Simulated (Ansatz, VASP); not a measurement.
One calculation of InP, two programs

The input INCAR:

```
ALGO = Normal
EDIFF = 1E-7
ENCUT = 520
GGA_COMPAT = False
ISIF = 2
ISMEAR = -1
LASPH = True
LCHARG = False
LMIXTAU = True
LNONCOLLINEAR = True
LORBIT = 11
LREAL = False
LSORBIT = True
LWAVE = False
MAGMOM = 0 0 0 0 0 0
METAGGA = R2SCAN
NELM = 60
PREC = Accurate
SIGMA = 0.05
```

File KPOINTS:

```
k-points
0
Gamma
  6 6 6
```

POSCAR

```
InP
1.0
    0.0000000000      2.9305000000      2.9305000000
    2.9305000000      0.0000000000      2.9305000000
    2.9305000000      2.9305000000      0.0000000000
In P
1 1
Direct
    0.0000000000      0.0000000000      0.0000000000
    0.7500000000      0.7500000000      0.7500000000
```

File KPOINTS_OPT:

```
path GXWKGLUWLK,UX
10
line-mode
reciprocal
 0.0000000000  0.0000000000  0.0000000000  G
 0.5000000000  0.0000000000  0.5000000000  X

 0.5000000000  0.0000000000  0.5000000000  X
 0.5000000000  0.2500000000  0.7500000000  W

 0.5000000000  0.2500000000  0.7500000000  W
 0.3750000000  0.3750000000  0.7500000000  K

 0.3750000000  0.3750000000  0.7500000000  K
 0.0000000000  0.0000000000  0.0000000000  G

 0.0000000000  0.0000000000  0.0000000000  G
 0.5000000000  0.5000000000  0.5000000000  L

 0.5000000000  0.5000000000  0.5000000000  L
 0.6250000000  0.2500000000  0.6250000000  U

 0.6250000000  0.2500000000  0.6250000000  U
 0.5000000000  0.2500000000  0.7500000000  W

 0.5000000000  0.2500000000  0.7500000000  W
 0.5000000000  0.5000000000  0.5000000000  L

 0.5000000000  0.5000000000  0.5000000000  L
 0.3750000000  0.3750000000  0.7500000000  K

 0.6250000000  0.2500000000  0.6250000000  U
 0.5000000000  0.0000000000  0.5000000000  X
```

File input.yaml:

```yaml
crystal:
  lattice:
    - [0.0, 2.9305, 2.9305]
    - [2.9305, 0.0, 2.9305]
    - [2.9305, 2.9305, 0.0]
  atoms:
    - { symbol: In, position: [0.0, 0.0, 0.0] }
    - { symbol: P, position: [0.75, 0.75, 0.75] }
hamiltonian:
  xc: r2scan
  pseudopotentials: { kind: paw_fr }
magnetization:
  noncollinear: true
  spin_orbit: true
kpoints:
  mp_grid: { grid: [6, 6, 6] }
  band_path:
    path:
      - [[0.0, 0.0, 0.0], [0.5, 0.0, 0.5], [0.5, 0.25, 0.75], [0.375, 0.375, 0.75], [0.0, 0.0, 0.0], [0.5, 0.5, 0.5], [0.625, 0.25, 0.625], [0.5, 0.25, 0.75], [0.5, 0.5, 0.5], [0.375, 0.375, 0.75]]
      - [[0.625, 0.25, 0.625], [0.5, 0.0, 0.5]]
    npoints: 14
scf:
  occupations: { method: fermi_dirac, width: 0.05 }
  n_extra_bands: 6
output:
  forces: true
  stress: true
  eigenvalues: true
  fatbands: true
```

Alike in both runs: task band structure; functional r2SCAN; k mesh 6 × 6 × 6; occupations fermi-dirac, width 0.05 eV; spin-orbit coupling, no magnetisation.

```csv
,VASP,Ansatz
version,VASP 6.6.1,Ansatz 0.2.0
potentials or method,"VASP PAW PBE potentials, release 64 (In_d, P)",Ansatz PAW
plane-wave cutoff (eV),520,500
valence electrons in the cell,18,18
```

Ansatz gave:

| Quantity | Value |
| --- | --- |
| gap on the k mesh at the Fermi level (eV) | 1.14 |
| least direct gap on the mesh (eV) | 1.14 |
| gap along the band path (eV) | 1.14 |
| pressure (GPa) | 1.6 |

Task: Estimate VASP's values.

Result: gap on the k mesh at the Fermi level (eV): 1.14; least direct gap on the mesh (eV): 1.14; gap along the band path (eV): 1.14; pressure (GPa): 1.5.

Caveats: the PAW data sets were made with another functional, which shifts forces and pressure a little (VASP); the PAW data sets come from PBE, with cores solved anew for the run's functional, which leaves a small shift of forces and pressure (Ansatz).
